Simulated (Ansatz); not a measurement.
**⁶⁵Cu nuclear quadrupole resonance in Cu2O**

Cell: a COD entry, ions relaxed with PBE at fixed cell.

Space group Pn-3m:1 (No. 224); a = 4.2685 Å.

```
site  Wyckoff  site symmetry       x       y       z
  Cu       4b           .-3m  0.2500  0.2500  0.2500
   O       2a           -43m  0.0000  0.0000  0.0000
```

One atom of each set is listed.

Method: Kohn–Sham DFT in Ansatz, r2SCAN, plane waves and PAW, scalar-relativistic, 500 eV cutoff, Γ-centred 7×7×7 k-points, Fermi–Dirac smearing 0.02 eV.

⁶⁵Cu: I = 3/2, Q = -204.0 mb (year-2017 value). Static lattice, zero field.

(1) At which frequencies do the ⁶⁵Cu NQR lines lie?

(2) And for ⁶³Cu (I = 3/2, Q = -220.0 mb) on Cu?

## Answers

(1) For I = 3/2 there is one line, ν = (|C_Q|/2)(1 + η²/3)^½.

| site | atoms | V_zz (10²¹ V/m²) | C_Q (MHz) | η | line frequencies (MHz) |
| --- | --- | --- | --- | --- | --- |
| Cu | 4 | -7.72 | 38.1 | 0.00 | 19.0 |

(2) C_Q scales with Q to 41.1 MHz, with lines at 20.5 MHz.

An axis of threefold or higher order runs through Cu, so V_zz lies along it and η is zero.

Semilocal functionals underestimate gradients at Cu(I) with two or three neighbours, in Cu₂O by a fifth to nearly a half.

Hardware: 1 thread of Intel Xeon 6975P-C (Granite Rapids) (x86_64; 16 cores open to the job, memory cap 3.0 GiB, no GPU), a shared host with a load of 0.4 a core. Wall time 8.5 s, CPU time 8.4 s, peak memory 0.55 GiB.
